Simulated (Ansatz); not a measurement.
Ta: pressure against volume scale

Periodic Kohn-Sham DFT of a crystal at fixed atoms, scaled to volume_scale times the given cell; pressure positive in compression, energy less spherical unpolarised free atoms, largest_vzz the field gradient of largest size among the nuclei. The results are calculated, by Ansatz 0.2.0.

The cell before it is scaled or strained (space group Im-3m, No. 229):
```
Ta
1.0
     -1.6513     1.6513     1.6513
      1.6513    -1.6513     1.6513
      1.6513     1.6513    -1.6513
Ta
1
Direct
  0.00000 0.00000 0.00000
```

Settings of every row: method all-electron PAW; functional PBE; relativity scalar; k mesh 17x17x17; filling fermi-dirac; smearing width 0.08 eV; nucleus gaussian.

Atom start moment: 0 on all atoms.

Limits: no spin-orbit coupling on heavy atoms.

| row | volume scale | V (Å³/atom) | pressure (GPa) |
| --- | --- | --- | --- |
| 1 | 0.94 | 16.93 | 17.374 |
| 2 | 0.9405 | 16.939 | 17.237 |
| 3 | 0.96 | 17.291 | 12.134 |
| 4 | 0.98 | 17.651 | 7.378 |
| 5 | 0.99 | 17.831 | 5.166 |
| 6 | 1 | 18.01 | ? |
| 7 | 1.01 | 18.191 | 1.054 |
| 8 | 1.02 | 18.371 | -0.858 |
| 9 | 1.04 | 18.731 | -4.417 |
| 10 | 1.06 | 19.092 | -7.65 |

Question: what pressure should row 6 give?

Worked fit of pressure. Take u = (V_r/V)^(2/3) − 1 with V_r = 17.831 Å³ an atom, which is twice the finite (Eulerian) strain; such expansions in the strain, on which the Birch-Murnaghan equation of state is built, carry the rest volume and the bulk modulus. The shown rows have u = 0.03517, 0.03481, 0.02071, 0.00679, 0, -0.01324, -0.01969, -0.03229, -0.04453. Least squares give pressure = 5.1692 + 320.871 × u + 742.07 × u² GPa; a straight line predicts inner rows, each left out in turn, worse (root mean square 0.48 against 0.0035 GPa). The rows lie off it by 0.002, -0.001, 0.001, -0.004, -0.003, 0.003, 0.003, 0.001, -0.002. The pressure vanishes at u = -0.0168, or V = 18.29 Å³ an atom, and there the bulk modulus at fixed shape and fractions is B = −V dP/dV = (2/3)(1 + u) dP/du = 194 GPa. The withheld row has u = -0.00664, so the fit gives 5.1692 + 320.871 × (-0.00664) + 742.07 × (-0.00664)² = 3.071 GPa.

The calculation gave 3.06 GPa. The fit lies 0.011 GPa (0.044 % of the column's range) above it; its largest miss of a shown row is 0.004 GPa.
